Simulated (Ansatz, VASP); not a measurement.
# Mo: VASP beside Ansatz

Contents of INCAR:

```
PREC = Accurate
ENCUT = 520
EDIFF = 1E-6
ISMEAR = 0
SIGMA = 0.15
LREAL = F
LASPH = T
NELM = 80
ALGO = Normal
ISIF = 2
LWAVE = F
LCHARG = F
GGA = PE
NBANDS = 13
```

File KPOINTS:

```
regular mesh
0
Gamma
  21 21 18
```

POSCAR

```
Mo
1.0
    2.7355103972      0.0000000000      0.0000000000
   -1.3677551986      2.3690214963      0.0000000000
    0.0000000000      0.0000000000      2.5551807000
Mo
1
Direct
    0.0000000000      0.0000000000      0.5000000000
```

Input for Ansatz:

```yaml
crystal:
  lattice:
    - [2.7355103972, 0.0, 0.0]
    - [-1.3677551986, 2.3690214963, 0.0]
    - [0.0, 0.0, 2.5551807]
  atoms:
    - { symbol: Mo, position: [0.0, 0.0, 0.5] }
basis:
  ecutwfc: 420
kpoints:
  mp_grid: { grid: [21, 21, 18] }
hamiltonian:
  xc: pbe
scf:
  occupations: { method: gaussian, width: 0.15 }
output:
  forces: true
  stress: true
  eigenvalues: true
```

This isn't the form of Mo at room conditions, which is bcc.

Alike in both runs: task single point; functional PBE; k mesh 21 × 21 × 18; occupations gaussian, width 0.15 eV; no spin polarisation.

```csv
,VASP,Ansatz
version,VASP 6.6.1,Ansatz 0.2.0
potentials or method,"VASP PAW PBE potentials, release 64 (Mo_sv)","scalar-relativistic, plane waves, PAW"
plane-wave cutoff (eV),520,420
valence electrons in the cell,14,14
```

```csv
,VASP,Ansatz,Ansatz less VASP
gap on the k mesh at the Fermi level (eV),none,none,-
pressure (GPa),3.9,3.4,-0.51
largest component of the traceless stress (GPa),5.18,5.29,+0.110
```

A gap of «none» marks a metal or a gap that the smearing closes.
